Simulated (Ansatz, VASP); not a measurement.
# InP: VASP beside Ansatz

Aim: how closely do two programs agree when they are given the same cell, functional and k mesh?

Calculated with Ansatz 0.2.0; plane waves, with VASP 6.6.1 beside it; single point at PBEsol.

## Step 1: The starting structure

It takes space group F-43m (No. 216, cubic). The conventional cell has a = 5.869 Å, b = 5.869 Å, c = 5.869 Å, α = 90.00°, β = 90.00°, γ = 90.00°. Nearest to In lie 4 P at 2.54 Å. Nearest to P lie 4 In at 2.54 Å. Farther neighbours are not listed.

## Step 2: VASP: single point, PBEsol

With cell and atoms fixed, the geometry can't cause a difference; cores, projectors, grids and the points listed under the comparison can.

Lines of VASP's logs that name or quote its potential files are left out, and so is its time.

INCAR

```
SYSTEM = InP
PREC = Accurate
ENCUT = 400
EDIFF = 1E-05
NELM = 100
ISMEAR = 0
SIGMA = 0.05
LREAL = .FALSE.
ALGO = Normal
GGA = PS
NBANDS = 15
LORBIT = 11
LWAVE = .FALSE.
LCHARG = .FALSE.
KPAR = 4
```

POSCAR

```
InP
1.0
    0.0000000000      2.9343500000      2.9343500000
    2.9343500000      0.0000000000      2.9343500000
    2.9343500000      2.9343500000      0.0000000000
In P
1 1
Direct
    0.0000000000      0.0000000000      0.0000000000
    0.7500000000      0.7500000000      0.7500000000
```

KPOINTS

```
Automatic mesh
0
Gamma
10 10 10
0 0 0
```

PAW data sets: In_d and P (PBE family, release 64).

On the command line:

```
$ mpirun -np 4 vasp_std
```

Numbers of over 12 decimals in the logs are rounded to 6 here.

Output:

```text
[banner, memory and clock lines left out]
running    4 mpi-ranks, on    1 nodes
 distrk:  each k-point on    1 cores,    4 groups
 distr:  one band on    1 cores,    1 groups

 POSCAR found type information on POSCAR InP
 POSCAR found :  2 types and       2 ions
|                                                                             |
|               ----> ADVICE to this user running VASP <----                  |
|                                                                             |
|     You enforced a specific xc type in the INCAR file but a different       |
|     [... a line on the potential file left out ...]
|     I HOPE YOU KNOW WHAT YOU ARE DOING!                                     |
|                                                                             |

 LDA part: xc-table for (Slater+PW92), standard interpolation
 POSCAR, INCAR and KPOINTS ok, starting setup
 FFT: planning ... GRIDC
 FFT: planning ... GRID_SOFT
 FFT: planning ... GRID
 WAVECAR not read
 entering main loop
       N       E                     dE             d eps       ncg     rms          rms(c)
DAV:   1     0.100441442202E+03    0.10044E+03   -0.72498E+03  1410   0.109E+03
DAV:   2    -0.298187311335E+01   -0.10342E+03   -0.99665E+02  1550   0.274E+02
DAV:   3    -0.938984347552E+01   -0.64080E+01   -0.63780E+01  1893   0.728E+01
DAV:   4    -0.955188228143E+01   -0.16204E+00   -0.16200E+00  1730   0.126E+01
DAV:   5    -0.955952114479E+01   -0.76389E-02   -0.76387E-02  2159   0.226E+00    0.545E+00
DAV:   6    -0.919179684545E+01    0.36772E+00   -0.59565E-01  2231   0.142E+01    0.320E+00
DAV:   7    -0.915798367976E+01    0.33813E-01   -0.14602E-01  2041   0.355E+00    0.111E+00
DAV:   8    -0.915525630833E+01    0.27274E-02   -0.14446E-02  1821   0.150E+00    0.322E-01
DAV:   9    -0.915545419675E+01   -0.19789E-03   -0.12672E-03  1880   0.445E-01    0.156E-01
DAV:  10    -0.915550476307E+01   -0.50566E-04   -0.16807E-04  2219   0.133E-01    0.107E-01
DAV:  11    -0.915552999310E+01   -0.25230E-04   -0.30505E-05  1710   0.620E-02    0.185E-02
DAV:  12    -0.915552975636E+01    0.23674E-06   -0.64645E-06  1013   0.436E-02
   1 F= -.91555298E+01 E0= -.91555298E+01  d E =-.122642E-14
```

From OUTCAR (step 2):

```text
ion  position               nearest neighbor table
   1  0.000  0.000  0.000-   2 2.54   2 2.54   2 2.54   2 2.54
   2  0.750  0.750  0.750-   1 2.54   1 2.54   1 2.54   1 2.54

  LATTYP: Found a face centered cubic cell.
 ALAT       =     5.8687000000

 Subroutine GETGRP returns: Found 24 space group operations
 (whereof 24 operations were pure point group operations)

The static configuration has the point symmetry T_d .

 Found     47 irreducible k-points:

   k-points           NKPTS =     47   k-points in BZ     NKDIM =     47   number of bands    NBANDS=     15

   dimension x,y,z NGX =    28 NGY =   28 NGZ =   28
   dimension x,y,z NGXF=    56 NGYF=   56 NGZF=   56

   ENCUT  =  400.0 eV  29.40 Ry    5.42 a.u.   6.77  6.77  6.77*2*pi/ulx,y,z

   NELECT =      18.0000    total number of electrons

 k-points in reciprocal lattice and weights: Automatic mesh
   0.00000000  0.00000000  0.00000000       0.001
   0.10000000  0.00000000  0.00000000       0.008
   0.20000000  0.00000000  0.00000000       0.008
   0.30000000  0.00000000  0.00000000       0.008
   0.40000000  0.00000000  0.00000000       0.008
   0.50000000  0.00000000  0.00000000       0.004
   0.10000000  0.10000000  0.00000000       0.006
   0.20000000  0.10000000  0.00000000       0.024
   0.30000000  0.10000000  0.00000000       0.024
[...]
-0.30000000  0.40000000  0.20000000       0.024
  -0.30000000  0.50000000  0.20000000       0.012

 average (electrostatic) potential at core
       1 -95.5301       2 -82.7944

 E-fermi :   5.2978

 k-point     1 :       0.0000    0.0000    0.0000
  band No.  band energies     occupation
    ...
      5      -8.9397      2.00000
      6      -6.4733      2.00000
      7       5.0480      2.00000
      8       5.0480      2.00000
      9       5.0480      2.00000
     10       5.6416      0.00000
     11       9.0644      0.00000
     12       9.0644      0.00000
     13       9.0644      0.00000
     14      13.3851      0.00000
    ...

 k-point     2 :       0.1000    0.0000    0.0000
  band No.  band energies     occupation
    ...
      5      -8.9396      2.00000
      6      -6.3580      2.00000
      7       3.8542      2.00000
      8       4.9221      2.00000
      9       4.9221      2.00000
     10       6.4583      0.00000
     11       9.1215      0.00000
     12       9.2532      0.00000
     13       9.2532      0.00000
     14      13.9549      0.00000
    ...

 k-point     3 :       0.2000    0.0000    0.0000
  band No.  band energies     occupation
    ...
      5      -8.9386      2.00000
      6      -6.0265      2.00000
      7       2.3167      2.00000
      8       4.6374      2.00000
      9       4.6374      2.00000
     10       6.7834      0.00000
     11       9.6296      0.00000
     12       9.6296      0.00000
     13       9.7356      0.00000
     14      13.5242      0.00000
    ...

  Total        0.1001044      0.1001044      0.1001044     -0.0000000     -0.0000000      0.0000000
  in kB        3.1739359      3.1739359      3.1739359     -0.0000000     -0.0000000      0.0000000
  external PRESSURE =       3.1739359 kB  Pullay stress =       0.0000000 kB

  energy-cutoff  :      400.00
  volume of cell :       50.53
      direct lattice vectors                 reciprocal lattice vectors
     0.000000000  2.934350000  2.934350000    -0.170395488  0.170395488  0.170395488
     2.934350000  0.000000000  2.934350000     0.170395488 -0.170395488  0.170395488
     2.934350000  2.934350000  0.000000000     0.170395488  0.170395488 -0.170395488

 POSITION                                       TOTAL-FORCE (eV/Angst)
 -----------------------------------------------------------------------------------
      0.00000      0.00000      0.00000        -0.000000     -0.000000     -0.000000
      4.40152      4.40152      4.40152         0.000000      0.000000      0.000000
 -----------------------------------------------------------------------------------
    total drift:                               -0.000000     -0.000000      0.000000

  FREE ENERGIE OF THE ION-ELECTRON SYSTEM (eV)
  ---------------------------------------------------
  free  energy   TOTEN  =        -9.1555297564 eV

  energy  without entropy=       -9.1555297564  energy(sigma->0) =       -9.15552976

 total charge
# of ion       s       p       d       tot
------------------------------------------
    1        0.830   0.771   9.900  11.501
    2        1.029   1.475   0.000   2.504
--------------------------------------------------
tot          1.859   2.246   9.900  14.005

[... 3 further parts left out ...]
```

The run ends at a pressure of 0.32 GPa.

## Step 3: Ansatz: single point, PBEsol

Ansatz runs on its default PAW (the set named soft_2) files.

The same cell, functional, mesh and smearing now go to Ansatz, which takes its cutoff from its data sets.

input.yaml

```yaml
crystal:
  lattice:
    - [0.0, 2.93435, 2.93435]
    - [2.93435, 0.0, 2.93435]
    - [2.93435, 2.93435, 0.0]
  atoms:
    - { symbol: In, position: [0.0, 0.0, 0.0] }
    - { symbol: P, position: [0.75, 0.75, 0.75] }
hamiltonian:
  xc: pbesol
  pseudopotentials: { kind: paw }
kpoints:
  mp_grid: { grid: [10, 10, 10] }
scf:
  occupations: { method: gaussian, width: 0.05 }
  n_extra_bands: 4
output:
  forces: true
  stress: true
  eigenvalues: true
```

On the command line:

```
$ ansatz run input.yaml --threads 2 --pin off --max-ram 4608MiB --backend cpu --events-out ev --progress --plain --runs-dir out
```

Output:

```text
scf.n_extra_bands = 4 over 9 filled bands (N_el = 18.0): the run solves 13 bands
Engine: ansatz 0.2.0, aarch64-unknown-linux-gnu
Pseudopotentials: kind: paw
Pseudopotential: In, paw, valence charge 13, recommended cutoff 420 eV (normal), In.paw.azcp
Pseudopotential: P, paw, valence charge 5, recommended cutoff 420 eV (normal), P.paw.azcp
Functional definition: PBEsol
  exchange = pbesol_x
  correlation = pbesol_c
Crystal: 2 atoms, lattice volume = 50.532 Å³
Basis set: ecut = 420 eV, 965 PW (Γ), exchange–correlation on 60×60×60 points (8 copies of the dense FFT grid, shifted against one another)
Bands: 13, of which v1, the nominal top of the filled ones, is band 9 counted from 1 (8 counted from 0)
Symmetry: 24 space group operations
Space group: F-43m (ITA 216), of the structure as read, at distance tolerance 3.7e-5 Å
k-points: 47 of 1000 (time reversal used)
Non-local potential: In, projectors of the file, l = 0: 2, l = 1: 2, l = 2: 2, l = 3: 2
Non-local potential: P, projectors of the file, l = 0: 2, l = 1: 2, l = 2: 2
PAW form: soft (Blöchl's): semilocal exchange-correlation on the pseudo side does not see the compensation charge
PAW frozen core: In, regenerated for the run's functional, and the local potential with it (the file was generated under x = pbe(κ = 0.804, μ = 0.219515), c = pbe(β = 0.066725))
PAW frozen core: P, regenerated for the run's functional, and the local potential with it (the file was generated under x = pbe(κ = 0.804, μ = 0.219515), c = pbe(β = 0.066725))
PAW one-centre angular grid: In, 590 points (default); XC on 64 Gauss nodes
PAW one-centre angular grid: P, 110 points (default); XC on 64 Gauss nodes
Initial density: superposition of atomic densities (neutral atoms: chi_scale 0, normalization atom), corrected by the library's trained network
Initial wavefunctions: pseudopotential atomic-orbital guess
Functional: x = pbesol(κ = 0.804, μ = 0.123457), c = pbesol(β = 0.046)
SCF iter   1: F=—  HF=-6265.876600 eV  |F-HF|=—  |Δ(HF+E_count)|=         —  Δρ=5.43e-3  dr2=2.68e-2  ethr=1.77e-3  ⟨swp⟩=6.4  Hψ=4103  notcnv=0
preconditioner: auto → none  [insulator: Δε(μ)=0.552 eV  Ē_g=14.613 eV  σ=0.050 eV  W_gap=1.00  n_scr=14 (ndim 8)  ℏωp=22.2 eV  f_vac=0.021  D(μ)=0.00/eV (n_scr^D=0)  ε∞_Penn≈3.3]
SCF iter   2: F=—  HF=-6265.867091 eV  |F-HF|=—  |Δ(HF+E_count)|=   9.51e-3  Δρ=1.84e-3  dr2=1.58e-3  ethr=1.49e-4  ⟨swp⟩=2.6  Hψ=1332  notcnv=0
SCF iter   3: F=—  HF=-6265.866693 eV  |F-HF|=—  |Δ(HF+E_count)|=   3.98e-4  Δρ=5.15e-4  dr2=1.59e-4  ethr=8.77e-6  ⟨swp⟩=2.0  Hψ=1109  notcnv=0
SCF iter   4: F=—  HF=-6265.866711 eV  |F-HF|=—  |Δ(HF+E_count)|=   1.78e-5  Δρ=2.49e-4  dr2=3.24e-5  ethr=8.83e-7  ⟨swp⟩=2.0  Hψ=719  notcnv=0
SCF iter   5: F=—  HF=-6265.866725 eV  |F-HF|=—  |Δ(HF+E_count)|=   1.47e-5  Δρ=4.87e-5  dr2=1.72e-6  ethr=1.80e-7  ⟨swp⟩=2.2  Hψ=769  notcnv=0
SCF iter   6: F=-6265.866726 eV  HF=-6265.866726 eV  |F-HF|=5.01e-9  |Δ(HF+E_count)|=   2.88e-7  Δρ=4.58e-6  dr2=9.42e-9  ethr=5.56e-10  ⟨swp⟩=5.4  Hψ=3392  notcnv=0
SCF 1 converged in 6 iterations: F = -6265.866726 eV  dr2 = 9.42e-9
  greatest PAW one-centre occupation: 0.981 electrons in one spin orbital (limit 2), on the In atom at site 0 (counted from 0), in its partial waves of l = 2
SCF converged after 6 iterations
Free energy (F): -6265.866726 eV
Harris-Foulkes:  -6265.866726 eV  (|F-HF|=5.01e-9)
Internal energy: -6265.866726 eV  (E = F + TS)
E sigma→0 (E₀):  -6265.866726 eV
Fermi energy:    7.142840 eV
--- Per-component energies (eV) ---
  E_band       = -54.636933
  E_kinetic    = 313.513184
  E_local      = -1401.398121  (includes V_loc(G=0)·N_el)
  E_nonlocal   = 402.784008
  E_hartree    = 551.205510
  E_xc         = -274.113038
  E_vxc        = -160.167761  (∫ρ·V_xc dr)
  E_paw        = -4639.033633  (= ΣΔE_a)
  E_vpaw       = -311.779917  (= ΣTr[D̂ρ^β])
  E_aug_tail   = 0.000029  (compensation charges beyond the density's cutoff)
  E_ewald      = -1219.106662
  E_core_change = 0.281999  (= ΣΔE_core)
  E_smearing   = -0.000000  (= −TS)
  E_closure    = -0.000000  (closes the sum)
  Σ components = -6265.866726   (vs F -6265.866726, Δ=0.00e0)
--- Forces (eV/Å), atoms counted from 1 ---
  atom   1  In    -0.00000000     0.00000000    -0.00000000
  atom   2  P      0.00000000    -0.00000000     0.00000000
  max |Σ_I F_I| component: 1.85e-17 eV/Å
--- Stress (GPa, compression-positive) ---
        0.334031      -0.000000      -0.000000
        0.000000       0.334031       0.000000
       -0.000000       0.000000       0.334031
  P = ⅓ Tr σ = 0.3340 GPa (3.340 kbar)
--- Band table (eV; the first three rows and the last of 47) ---
  k-point 0: bands = [... 5 lower, -4.6755, 6.8427, 6.8427, 6.8427, 7.4384, 10.8551, 10.8551, 10.8551]
  k-point 1: bands = [... 5 lower, -4.5603, 5.6501, 6.7170, 6.7170, 8.2546, 10.9126, 11.0433, 11.0434]
  k-point 2: bands = [... 5 lower, -4.2292, 4.1134, 6.4327, 6.4327, 8.5802, 11.4189, 11.4189, 11.5271]
  k-point 46: bands = [... 5 lower, -2.2085, 1.1841, 3.9156, 3.9461, 10.5308, 10.8103, 12.8880, 13.3114]
```

Elapsed: 1.4 s, on 2 threads of Arm Neoverse V2, shared host; peak memory 0.38 GiB; 2.6 s of CPU time.

The run ends at a pressure of 0.33 GPa.

## Step 4: Differences

Known differences besides the potentials themselves: the cutoff is 420 eV in Ansatz and 400 eV in VASP; Ansatz makes its cores anew for this functional, VASP keeps those of its PBE data sets; VASP leaves aspherical gradient terms in its spheres out (LASPH is not set), Ansatz keeps them. Total energies have different zeros and are not compared.

Both answers:

| quantity | Ansatz | VASP | difference |
| --- | --- | --- | --- |
| pressure (GPa) | 0.33 | 0.32 | +0.02 |
| gap on the k mesh (eV) | 0.596 | 0.594 | +0.002 |

A gap on the mesh is an upper bound, since the band edges may lie between its points. Ansatz's pressure holds a Pulay correction of 0.04 GPa; VASP's holds none.

## Step 5: What came out

| Item | Value |
| --- | --- |
| difference in gap on the k mesh (single point, PBEsol) | 0.0020 eV |

What this shows: The difference in gap on the k mesh is 0.0020 eV (single point, PBEsol), within the 0.08 eV picked in this series as the mark of a large difference. 1 further run of this series is not shown here. How closely two codes agree says nothing of how well the functional describes the real material.

[Lines on the potential files, build, host, timing and source positions are cut from VASP's logs without a mark.]

[Logs are printed without paths, hosts, clocks, repeated set-up lines and the standing remarks that a program may print on its own settings, such as how far it seeks lower states.]

[Hosts, paths, dates, database ids (printed as entryN), source tags and the programs' standing remarks are cut or masked in the printed files.]
